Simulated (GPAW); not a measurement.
GaN:

```
CELL_PARAMETERS angstrom
3.18000 0.00000 0.00000
-1.59000 2.75396 0.00000
0.00000 0.00000 5.16600
ATOMIC_POSITIONS crystal
Ga 0.66667 0.33333 0.50000
Ga 0.33333 0.66667 0.00000
N 0.66667 0.33333 0.87500
N 0.33333 0.66667 0.37500
```

```yaml
Program: GPAW 26.7.0
Task: relaxation of cell and atoms
Functional: PBEsol
Dispersion: D3(BJ)
Potentials_or_basis: PAW data sets generated in the run's folder for this functional
Cutoff: 800 eV
Basis: pw
k_mesh: 10 × 10 × 5
Occupations: fermi-dirac, width 0.05 eV
Spin: no spin polarisation
```

At the start: pressure 6.1 GPa; volume 11.31 Å³/atom.

Problem. How do energy, volume and symmetry change on relaxing?

Solution. Over 6 steps the energy falls by 7.5 meV/atom and the volume is 11.63 Å³/atom (+2.8 %); space group P6_3mc (No. 186, to 0.05 Å).

The path:
```csv
step,energy change (eV),largest force (eV/Å),pressure (GPa),volume (Å³)
1,0.0000,0.1780,6.11,45.24
2,-0.0097,0.0849,5.02,45.45
3,-0.0272,0.1034,1.23,46.23
4,-0.0291,0.0817,0.45,46.40
5,-0.0301,0.0238,-0.06,46.51
6,-0.0301,0.0030,-0.04,46.50
```

Final structure:
```xyz
4
Lattice="3.2083 0.0000 0.0000 -1.6041 2.7784 0.0000 0.0000 0.0000 5.2171" Properties=species:S:1:pos:R:3 pbc="T T T"
Ga    1.6041    0.9261    2.6033
Ga    0.0000    1.8523   -0.0053
N     1.6041    0.9261    4.5702
N     0.0000    1.8523    1.9616
```

Caveat: the data sets keep Ga 3d, Li 1s and Be 1s frozen, and some such compounds lay over 1.5 % in volume off other programs; later steps reuse the first step's grids.
